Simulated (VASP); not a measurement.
# HgSe (e600) (F-43m) in VASP: further runs, part 2 of 2

VASP 6.6.1. Earlier steps stand in the parts before.

## 5. Relaxation of cell and atoms, PBE

This run uses another cell than the first one, of 28.07 Å³/atom, 0.915 times its volume.

The input, INCAR:

```
SYSTEM = HgSe
PREC = Accurate ; ENCUT = 600
EDIFF = 1E-6 ; ISMEAR = 0
SIGMA = 0.1 ; LREAL = .FALSE.
LASPH = .TRUE. ; NELM = 100
ALGO = Normal ; ISIF = 3
LWAVE = .FALSE. ; LCHARG = .FALSE.
GGA = PE ; IBRION = 2
NSW = 100 ; EDIFFG = -0.002
```

The input, KPOINTS:

```
Automatic mesh
0
G
  12 12 12
  0 0 0
```

The input, POSCAR:

```
HgSe
1.0
    0.0000000000      3.0390000000      3.0390000000
    3.0390000000      0.0000000000      3.0390000000
    3.0390000000      3.0390000000      0.0000000000
Hg Se
1 1
Direct
    0.0000000000      0.0000000000      0.0000000000
    0.2500000000      0.2500000000      0.2500000000
```

Potentials or basis: VASP PAW PBE potentials, release 64 (Hg, Se).

Started as:

```bash
$ cat potpaw_PBE.64/Hg/POTCAR potpaw_PBE.64/Se/POTCAR > POTCAR
$ mpirun -np 1 vasp_std > vasp.out
```

OUTCAR:

```text
SYSTEM = HgSe
   PREC = Accurate
   ENCUT = 600
   EDIFF = 1E-6
   ISMEAR = 0
   LREAL = .FALSE.
   LASPH = .TRUE.
   NELM = 100
   ISIF = 3
   GGA = PE
   IBRION = 2
   NSW = 100
   EDIFFG = -0.002

 ion  position               nearest neighbor table
   1  0.000  0.000  0.000-   2 2.63   2 2.63   2 2.63   2 2.63
   2  0.250  0.250  0.250-   1 2.63   1 2.63   1 2.63   1 2.63

  LATTYP: Found a face centered cubic cell.
 ALAT       =     6.0780000000

  Lattice vectors:

 A1 = (   0.0000000000,   3.0390000000,   3.0390000000)
 A2 = (   3.0390000000,   0.0000000000,   3.0390000000)
 A3 = (   3.0390000000,   3.0390000000,   0.0000000000)

Analysis of symmetry for initial positions (statically):
=====================================================================
 Subroutine PRICEL returns:
 Original cell was already a primitive cell.

 Routine SETGRP: Setting up the symmetry group for a
 face centered cubic supercell.

 Subroutine GETGRP returns: Found 24 space group operations
 (whereof 24 operations were pure point group operations)
 out of a pool of 48 trial point group operations.

The static configuration has the point symmetry T_d .

Analysis of symmetry for dynamics (positions and initial velocities):
=====================================================================
[... 378 lines left out ...]

 Free energy of the ion-electron system (eV)
  ---------------------------------------------------
  ext. energy  EPLUGINS =         0.00000000
  ---------------------------------------------------
  free energy    TOTEN  =        -4.08877164 eV

  energy without entropy =       -4.08860320  energy(sigma->0) =       -4.08868742

 E-fermi :   0.9888     XC(G=0):  -8.6260

 val. band max:        0.9134473494   @ k =   0.0000   0.0000   0.0000
 cond. band min:       1.2329961196   @ k =   0.0833   0.0000   0.0000
 fundamental gap:      0.3195487702
 Fermi energy:         0.9888046121

 k-point     1 :       0.0000    0.0000    0.0000
  band No.  band energies     occupation
      1     -11.9472      2.00000
      2      -5.7502      2.00000
      3      -5.7502      2.00000
      4      -5.7502      2.00000
      5      -5.1532      2.00000
      6      -5.1532      2.00000
      7      -0.1357      2.00000
      8       0.9134      1.71345
      9       0.9134      1.71345
     10       0.9134      1.71345
     11       6.5065      0.00000
     12       6.5065      0.00000
     13       6.5065      0.00000
[... 354 lines left out ...]
  band No.  band energies     occupation
      1     -11.5279      2.00000
      2      -5.5834      2.00000
      3      -5.5525      2.00000
      4      -5.1644      2.00000
      5      -5.1288      2.00000
      6      -4.8798      2.00000
      7      -3.8423      2.00000
      8      -0.8462      2.00000
      9      -0.0944      2.00000
     10       2.9928      0.00000
     11       6.4807      0.00000
     12       7.6447      0.00000
     13       7.6743      0.00000

 [... further k-points ...]

------------------------ aborting loop because EDIFF is reached ----------------------------------------

  FORCE on cell =-STRESS in cart. coord.  units (eV):
  Direction    XX          YY          ZZ          XY          YZ          ZX
  --------------------------------------------------------------------------------------
  -------------------------------------------------------------------------------------
  Total       -0.0005431     -0.0005431     -0.0005431      0.0000000     -0.0000000      0.0000000
  in kB       -0.0141239     -0.0141239     -0.0141239      0.0000000     -0.0000000      0.0000000
  external PRESSURE =      -0.0141239 kB  Pullay stress =       0.0000000 kB
[... 17 lines left out ...]
  FREE ENERGIE OF THE ION-ELECTRON SYSTEM (eV)
  ---------------------------------------------------
  free  energy   TOTEN  =        -4.0887716359 eV

  energy  without entropy=       -4.0886032003  energy(sigma->0) =       -4.08868742

 reached required accuracy - stopping structural energy minimisation
```

Wall time 92 s (1 thread of Intel Xeon 6975P-C (Granite Rapids), shared host); peak memory 0.26 GiB.

What came out:

* Free energy: -4.0888 eV
* Relaxed volume: 30.81 Å³/atom
* Relaxed cell: a = 4.433 Å, b = 4.433 Å, c = 4.433 Å, α = 60.00°, β = 60.00°, γ = 60.00°
* Space group after relaxing (to 0.05 Å): F-43m (No. 216)
* Energy gained by relaxing: 39.2 meV/atom
* Ionic steps: 7
* Pressure after relaxing: 0.0 GPa
* Band gap on the k mesh: none (metal or under the smearing width)

The path:
| step | energy change (eV) | largest force (eV/Å) | pressure (GPa) | volume (Å³) |
| --- | --- | --- | --- | --- |
| 1 | 0.0000 | 0.0000 | 5.05 | 56.13 |
| 2 | -0.0702 | 0.0000 | -1.26 | 63.64 |
| 3 | -0.0785 | 0.0000 | 0.02 | 61.58 |
| 4 | -0.0785 | 0.0000 | -0.08 | 61.70 |
| 5 | -0.0785 | 0.0000 | 0.07 | 61.56 |
| 6 | -0.0785 | 0.0000 | -0.02 | 61.62 |
| 7 | -0.0785 | 0.0000 | 0.00 | 61.61 |

Final structure:
```cif
data_structure
_symmetry_space_group_name_H-M 'P 1'
_symmetry_Int_Tables_number 1
_cell_length_a 4.4333
_cell_length_b 4.4333
_cell_length_c 4.4333
_cell_angle_alpha 60.000
_cell_angle_beta 60.000
_cell_angle_gamma 60.000
_cell_volume 61.61
loop_
_atom_site_label
_atom_site_type_symbol
_atom_site_fract_x
_atom_site_fract_y
_atom_site_fract_z
_atom_site_occupancy
Hg1 Hg 0.00000 0.00000 0.00000 1
Se1 Se 0.25000 0.25000 0.25000 1
```

Levels at points of the mesh, in eV from the Fermi level:
```csv
k point,band 6,band 7,band 8,band 9,band 10,band 11,band 12,band 13
"(0.00, 0.00, 0.00)",-6.14,-1.12,-0.08,-0.08,-0.08,5.52,5.52,5.52
"(0.50, 0.00, 0.00)",-5.89,-4.98,-0.89,-0.89,1.02,6.21,6.21,6.72
"(0.50, 0.50, 0.00)",-5.85,-4.73,-2.01,-2.01,2.60,3.13,8.20,9.33
```
